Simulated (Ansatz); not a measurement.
# Ga (sc type): how the settings move a single-point run

How sensitive is a single-point run of Ga (sc type) to its settings? A reference run comes first, then one run with altered input.

Program: Ansatz 0.2.0. Level of theory: reference: DFT, PBE, PAW with Ansatz's default frozen-core files, scalar-relativistic. These are calculated values, not measurements.

**1. The structure to begin with**

Symmetry: Pm-3m, No. 221, cubic system. The conventional cell has a = 2.606 Å, b = 2.606 Å, c = 2.606 Å, α = 90.00°, β = 90.00°, γ = 90.00°. Ga (site symmetry m-3m) is surrounded by 6 Ga at 2.61 Å.

As a file:

```cif
data_structure
_symmetry_space_group_name_H-M 'P 1'
_symmetry_Int_Tables_number 1
_cell_length_a 2.6061
_cell_length_b 2.6061
_cell_length_c 2.6061
_cell_angle_alpha 90.000
_cell_angle_beta 90.000
_cell_angle_gamma 90.000
_cell_volume 17.70
loop_
_atom_site_label
_atom_site_type_symbol
_atom_site_fract_x
_atom_site_fract_y
_atom_site_fract_z
_atom_site_occupancy
Ga1 Ga 0.00000 0.00000 0.00000 1
```

**2. Reference**

File input.yaml:

```yaml
crystal:
  lattice:
    - [2.6061109105, 0.0, 0.0]
    - [0.0, 2.6061109105, 0.0]
    - [0.0, 0.0, 2.6061109105]
  atoms:
    - { symbol: Ga, position: [0.0, 0.0, 0.0] }
kpoints:
  mp_grid: { grid: [14, 14, 14] }
scf:
  occupations: { method: fermi_dirac, width: 0.05 }
hamiltonian:
  xc: pbe
  pseudopotentials: { kind: paw }
output:
  forces: true
  stress: true
  eigenvalues: true
  write_density: true
  write_potential: true
  elf: true
  volumetric_format: npy
basis:
  ecutwfc: 1000
```

Started as:

```console
$ ansatz run input.yaml --threads 1 --pin off --max-ram 2048MiB --backend cpu --events-out ev --progress --plain --runs-dir out
```

**3. Changing settings: ecutwfc 350 eV**

Changes to input.yaml since step 2:

```diff
@@ -18,7 +18,3 @@
   eigenvalues: true
-  write_density: true
-  write_potential: true
-  elf: true
-  volumetric_format: npy
 basis:
-  ecutwfc: 1000
+  ecutwfc: "350 eV"
```

What does the calculation give? Wanted: for each run, ending; energy change; pressure; gap; force.

The runs gave:

| run | ending | energy change | pressure (GPa) | gap (eV) | force (eV/Å) | cycles | time |
| --- | --- | --- | --- | --- | --- | --- | --- |
| reference | converged | 0 | 7.9 | 0.00 | 0.00 | 6 | 7.1 s |
| 1: ecutwfc 350 eV | converged | +7.1 meV/atom | 8.0 | 0.00 | 0.00 | 7 | 1.1 s |

Times don't compare one to one where runs were asked for different outputs or read a saved state (see the inputs); cycles may leave out searches for a lower state.

Residual by cycle in the longest SCF loop of each run; runs are numbered as in the table. The quantity is the density residual dr2, in eV.

| cycle | reference | run 1 |
| --- | --- | --- |
| 1 | 1.3e-4 | 8.9e-5 |
| 2 | 1.9e-5 | 1.5e-5 |
| 3 | 1.1e-5 | 2.0e-5 |
| 4 | 1.1e-6 | 2.0e-6 |
| 5 | 4.7e-7 | 6.5e-7 |
| 6 | 8.6e-8 | 1.5e-7 |
| 7 | - | 1.2e-8 |

What this shows: Changing the cutoff moves the energy by +7.1 meV/atom. The log warns that the cutoff is under what these potentials recommend, so the shift is basis error. Run 1 ran under the cutoff that the potentials recommend, as the log warns, so basis error is mixed into its values.
